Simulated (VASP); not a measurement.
# Fe (P6_3/mmc) in VASP: further runs

One crystal, Fe, is run at these levels: PBE; tasks: relaxation of cell and atoms.

Everything below comes from runs of VASP 6.6.1. Logs are shortened: lines on timing, memory, paths and dates and some standing lists are left out, and cuts for length are marked.

## (1) The crystal as given

It takes space group P6_3/mmc (No. 194, hexagonal). The conventional cell has a = 2.347 Å, b = 2.347 Å, c = 3.797 Å, α = 90.00°, β = 90.00°, γ = 120.00°. Around Fe (site symmetry -6m2) lie 12 Fe at 2.33 to 2.35 Å.

This isn't the form of Fe at room conditions, which is bcc.

## (2) Relaxation of cell and atoms, PBE, collinear spin, ferromagnetic start

INCAR

```
PREC = Accurate
ENCUT = 520
EDIFF = 1E-6
ISMEAR = 0
SIGMA = 0.1
LREAL = F
LASPH = T
NELM = 120
ALGO = Normal
ISIF = 3
LWAVE = F
LCHARG = F
ISPIN = 2
MAGMOM = 3 3
LORBIT = 11
LMAXMIX = 4
GGA = PE
IBRION = 2
NSW = 90
EDIFFG = -0.01
```

KPOINTS

```
regular mesh
0
Gamma
  21 21 12
```

POSCAR

```
Fe
1.0
    2.3470000000      0.0000000000      0.0000000000
   -1.1735000000      2.0325616200      0.0000000000
    0.0000000000      0.0000000000      3.7970000000
Fe
2
Direct
    0.3333333300      0.6666666700      0.2500000000
    0.6666666700      0.3333333300      0.7500000000
```

Potentials or basis: VASP PAW PBE potentials, release 64 (Fe).

Launch:

```bash
$ cat potpaw_PBE.64/Fe/POTCAR > POTCAR
$ mpirun -np 1 vasp_std > vasp.out
```

OUTCAR:

```text
PREC = Accurate
   ENCUT = 520
   EDIFF = 1E-6
   ISMEAR = 0
   LREAL = F
   LASPH = T
   NELM = 120
   ISIF = 3
   ISPIN = 2
   LORBIT = 11
   GGA = PE
   IBRION = 2
   NSW = 90
   EDIFFG = -0.01

 ion  position               nearest neighbor table
   1  0.333  0.667  0.250-   2 2.33   2 2.33   2 2.33   2 2.33   2 2.33   2 2.33
   2  0.667  0.333  0.750-   1 2.33   1 2.33   1 2.33   1 2.33   1 2.33   1 2.33

  LATTYP: Found a hexagonal cell.
 ALAT       =     2.3470000000
 C/A-ratio  =     1.6178099702

  Lattice vectors:

 A1 = (   2.3470000000,   0.0000000000,   0.0000000000)
 A2 = (  -1.1735000000,   2.0325616200,   0.0000000000)
 A3 = (   0.0000000000,   0.0000000000,   3.7970000000)

Analysis of symmetry for initial positions (statically):
=====================================================================
 Subroutine PRICEL returns:
 Original cell was already a primitive cell.

 Routine SETGRP: Setting up the symmetry group for a
 hexagonal supercell.

 Subroutine GETGRP returns: Found 24 space group operations
 (whereof 12 operations were pure point group operations)
 out of a pool of 24 trial point group operations.

The static configuration has the point symmetry D_3d.
 The point group associated with its full space group is D_6h.

Analysis of symmetry for dynamics (positions and initial velocities):
=====================================================================
 Subroutine PRICEL returns:
 Original cell was already a primitive cell.

 Routine SETGRP: Setting up the symmetry group for a
 hexagonal supercell.

 Subroutine GETGRP returns: Found 24 space group operations
 (whereof 12 operations were pure point group operations)
 out of a pool of 24 trial point group operations.

The dynamic configuration has the point symmetry D_3d.
 The point group associated with its full space group is D_6h.

Analysis of structural, dynamic, and magnetic symmetry:
=====================================================================
 Subroutine PRICEL returns:
 Original cell was already a primitive cell.

 Routine SETGRP: Setting up the symmetry group for a
 hexagonal supercell.

 Subroutine GETGRP returns: Found 24 space group operations
 (whereof 12 operations were pure point group operations)
 out of a pool of 24 trial point group operations.

The overall configuration has the point symmetry D_3d.
 The point group associated with its full space group is D_6h.

 Subroutine INISYM returns: Found 24 space group operations
 (whereof 12 operations are pure point group operations),
 and found     1 'primitive' translations

----------------------------------------------------------------------------------------

                                     Primitive cell
[... 142 lines left out ...]
  free energy    TOTEN  =       -16.02728308 eV

  energy without entropy =      -16.01536191  energy(sigma->0) =      -16.02132250

------------------------ aborting loop because EDIFF is reached ----------------------------------------

  FORCE on cell =-STRESS in cart. coord.  units (eV):
  Direction    XX          YY          ZZ          XY          YZ          ZX
  --------------------------------------------------------------------------------------
  -------------------------------------------------------------------------------------
  Total        5.4616206      5.4616206      4.0052736      0.0000000      0.0000000     -0.0000000
  in kB      483.0974010    483.0973997    354.2789651      0.0000000      0.0000000     -0.0000000
  external PRESSURE =     440.1579220 kB  Pullay stress =       0.0000000 kB
[... 93 lines left out ...]
  FREE ENERGIE OF THE ION-ELECTRON SYSTEM (eV)
  ---------------------------------------------------
  free  energy   TOTEN  =       -16.3086281187 eV

  energy  without entropy=      -16.2944802923  energy(sigma->0) =      -16.30155421

[... ionic steps 4 to 7 ...]

--------------------------------------- Ionic step        8  -------------------------------------------

 number of electron      16.0000005 magnetization      -0.0000098

 number of electron      16.0000005 magnetization       0.0000162
[... 73 lines left out ...]
 number of electron      16.0000005 magnetization      -0.0000040

 number of electron      16.0000005 magnetization       0.0000055

 Free energy of the ion-electron system (eV)
  ---------------------------------------------------
  ext. energy  EPLUGINS =         0.00000000
  ---------------------------------------------------
  free energy    TOTEN  =       -16.31267595 eV

  energy without entropy =      -16.29868436  energy(sigma->0) =      -16.30568016

 E-fermi :   6.9181     XC(G=0): -13.8025

 val. band max:        6.9167537452   @ k =   0.0952   0.0952   0.3333
 cond. band min:       6.9181893869   @ k =   0.1905   0.0952   0.0833
 fundamental gap:      0.0014356417
 Fermi energy:         6.9180545849

 spin component 1

 k-point     1 :       0.0000    0.0000    0.0000
  band No.  band energies     occupation
      1      -1.9992      1.00000
      2       1.9846      1.00000
      3       5.2683      1.00000
      4       5.2683      1.00000
      5       5.3970      1.00000
      6       5.7342      1.00000
      7       5.7342      1.00000
      8       6.0745      1.00000
      9       6.0745      1.00000
     10       7.4686      0.00000
     11       7.6314      0.00000
     12       7.6314      0.00000
     13      15.7136      0.00000
     14      28.8389      0.00000
[... 403 lines left out ...]
      4       4.1183      1.00000
      5       5.2898      1.00000
      6       5.3661      1.00000
      7       5.9062      1.00000
      8       6.2989      1.00000
      9       6.5175      1.00000
     10       6.9391      0.38293
     11       7.8413      0.00000
     12      12.8992      0.00000
     13      15.9492      0.00000
     14      21.5052      0.00000
     15      23.9365      0.00000

 [... further k-points ...]

 spin component 2

 k-point     1 :       0.0000    0.0000    0.0000
  band No.  band energies     occupation
      1      -1.9992      1.00000
      2       1.9846      1.00000
      3       5.2683      1.00000
      4       5.2683      1.00000
      5       5.3970      1.00000
      6       5.7342      1.00000
      7       5.7342      1.00000
      8       6.0745      1.00000
      9       6.0745      1.00000
     10       7.4686      0.00000
     11       7.6314      0.00000
     12       7.6314      0.00000
     13      15.7136      0.00000
     14      28.8389      0.00000
[... 444 lines left out ...]
  FREE ENERGIE OF THE ION-ELECTRON SYSTEM (eV)
  ---------------------------------------------------
  free  energy   TOTEN  =       -16.3126759530 eV

  energy  without entropy=      -16.2986843571  energy(sigma->0) =      -16.30568016

 reached required accuracy - stopping structural energy minimisation

 total charge

# of ion       s       p       d       tot
------------------------------------------
    1        0.537   0.639   6.339   7.515
    2        0.537   0.639   6.339   7.515
--------------------------------------------------
tot          1.073   1.279  12.678  15.030

 magnetization (x)

# of ion       s       p       d       tot
------------------------------------------
    1       -0.000  -0.000  -0.000  -0.000
    2       -0.000  -0.000  -0.000  -0.000
--------------------------------------------------
tot         -0.000  -0.000  -0.000  -0.000
```

Wall time 8.3 min (1 thread of Intel Xeon Platinum 8488C (Sapphire Rapids), shared host); peak memory 0.26 GiB.

What came out:

| Property | Result |
| --- | --- |
| Free energy | -16.3127 eV |
| Relaxed volume | 10.17 Å³/atom |
| Relaxed cell | a = 2.459 Å, b = 2.459 Å, c = 3.887 Å, α = 90.00°, β = 90.00°, γ = 120.00° |
| Space group after relaxing (to 0.05 Å) | P6_3/mmc (No. 194) |
| Energy gained by relaxing | 142.7 meV/atom |
| Ionic steps | 10 |
| Pressure after relaxing | 0.0 GPa |
| Band gap on the k mesh | none (metal or under the smearing width) |
| Net moment | 0.00 μB per cell |
| Valence electrons inside the program's atomic spheres | Fe 7.51 |

Step by step:
| step | energy change (eV) | largest force (eV/Å) | pressure (GPa) | volume (Å³) |
| --- | --- | --- | --- | --- |
| 1 | 0.0000 | 0.0000 | 44.02 | 18.11 |
| 2 | 0.4713 | 0.0000 | -38.47 | 25.44 |
| 3 | -0.2813 | 0.0000 | -2.67 | 20.54 |
| 4 | -0.2826 | 0.0000 | -0.71 | 20.40 |
| 5 | -0.2826 | 0.0000 | -0.05 | 20.35 |
| 6 | -0.2853 | 0.0000 | 0.41 | 20.32 |
| 7 | -0.2854 | 0.0000 | 0.34 | 20.32 |
| 8 | -0.2854 | 0.0000 | 0.39 | 20.32 |
| 9 | -0.2853 | 0.0000 | -0.56 | 20.38 |
| 10 | -0.2854 | 0.0000 | 0.03 | 20.35 |

Final structure:
```
Fe
1.0
     2.45857    0.00000    0.00000
    -1.22929    2.12919    0.00000
     0.00000    0.00000    3.88661
Fe
2
Direct
  0.33333 0.66667 0.25000
  0.66667 0.33333 0.75000
```

Levels at points of the mesh, in eV from the Fermi level:
Spin up:
```tsv
k point	band 5	band 6	band 7	band 8	band 9	band 10	band 11	band 12
(0.00, 0.00, 0.00)	-1.52	-1.18	-1.18	-0.84	-0.84	0.55	0.71	0.71
(0.00, 0.00, 0.50)	-1.77	-1.77	-1.77	-1.77	0.32	0.32	0.32	0.32
```
Spin down:
| k point | band 4 | band 5 | band 6 | band 7 | band 8 | band 9 | band 10 | band 11 | band 12 | band 13 |
| --- | --- | --- | --- | --- | --- | --- | --- | --- | --- | --- |
| (0.00, 0.00, 0.00) | -1.65 | -1.52 | -1.18 | -1.18 | -0.84 | -0.84 | 0.55 | 0.71 | 0.71 | 8.80 |
| (0.00, 0.00, 0.50) | -2.07 | -1.77 | -1.77 | -1.77 | -1.77 | 0.32 | 0.32 | 0.32 | 0.32 | 17.19 |

Caveat: the starting moments collapsed, and a magnetic state may lie lower; the volume moved by +12 % from the deposited cell, more than functionals usually miss. Zero-point motion and thermal expansion aren't in these numbers.

## (3) Relaxation of cell and atoms, PBE, collinear spin, ferromagnetic start

This run uses another cell than the first one, of 10.17 Å³/atom, 1.123 times its volume.

INCAR: that of step 2 with these lines changed.

```diff
@@ -2,3 +2,3 @@
 ENCUT = 520
-EDIFF = 1E-6
+EDIFF = 1E-7
 ISMEAR = 0
@@ -18,3 +18,4 @@
 IBRION = 2
-NSW = 90
-EDIFFG = -0.01
+NSW = 60
+EDIFFG = -0.005
+POTIM = 0.3
```

KPOINTS is that of step 2.

POSCAR

```
Fe                                      
1.0
    2.4585742690     -0.0000000000     -0.0000000000
   -1.2292871345      2.1291877710      0.0000000000
    0.0000000000      0.0000000000      3.8866147161
  Fe            
     2
Direct
     0.3333333300000021    0.6666666699999979    0.2500000000000000
     0.6666666699999979    0.3333333300000021    0.7500000000000000
```

Potentials or basis: VASP PAW PBE potentials, release 64 (Fe).

Launch:

```bash
$ cat potpaw_PBE.64/Fe/POTCAR > POTCAR
$ mpirun -np 1 vasp_std > vasp.out
```

It took 2.6 min on 1 thread of Intel Xeon Platinum 8488C (Sapphire Rapids), shared host; peak memory 0.26 GiB.

The run converged. Its results:

| Item | Value |
| --- | --- |
| Free energy | -16.3131 eV |
| Relaxed volume | 10.18 Å³/atom |
| Relaxed cell | a = 2.459 Å, b = 2.459 Å, c = 3.886 Å, α = 90.00°, β = 90.00°, γ = 120.00° |
| Space group after relaxing (to 0.05 Å) | P6_3/mmc (No. 194) |
| Energy gained by relaxing | 0.0 meV/atom |
| Ionic steps | 2 |
| Pressure after relaxing | 0.0 GPa |
| Band gap on the k mesh | none (metal or under the smearing width) |
| Net moment | 0.00 μB per cell |
| Valence electrons inside the program's atomic spheres | Fe 7.51 |

Final structure:
```yaml
crystal:
  lattice:
    - [2.45909, 0.00000, 0.00000]
    - [-1.22954, 2.12963, 0.00000]
    - [0.00000, 0.00000, 3.88641]
  atoms:
    - { symbol: Fe, position: [0.33333, 0.66667, 0.25000] }
    - { symbol: Fe, position: [0.66667, 0.33333, 0.75000] }
```

Levels at points of the mesh, in eV from the Fermi level:
Spin up:
```csv
k point,band 5,band 6,band 7,band 8,band 9,band 10,band 11,band 12
"(0.00, 0.00, 0.00)",-1.52,-1.18,-1.18,-0.84,-0.84,0.55,0.71,0.71
"(0.00, 0.00, 0.50)",-1.77,-1.77,-1.77,-1.77,0.32,0.32,0.32,0.32
```
Spin down:
```
           k point  band 6  band 7  band 8  band 9  band 10  band 11
(0.00, 0.00, 0.00)   -1.18   -1.18   -0.84   -0.84     0.55     0.71
(0.00, 0.00, 0.50)   -1.77   -1.77   -1.77    0.32     0.32     0.32
```

Caveat: the starting moments collapsed, and a magnetic state may lie lower.
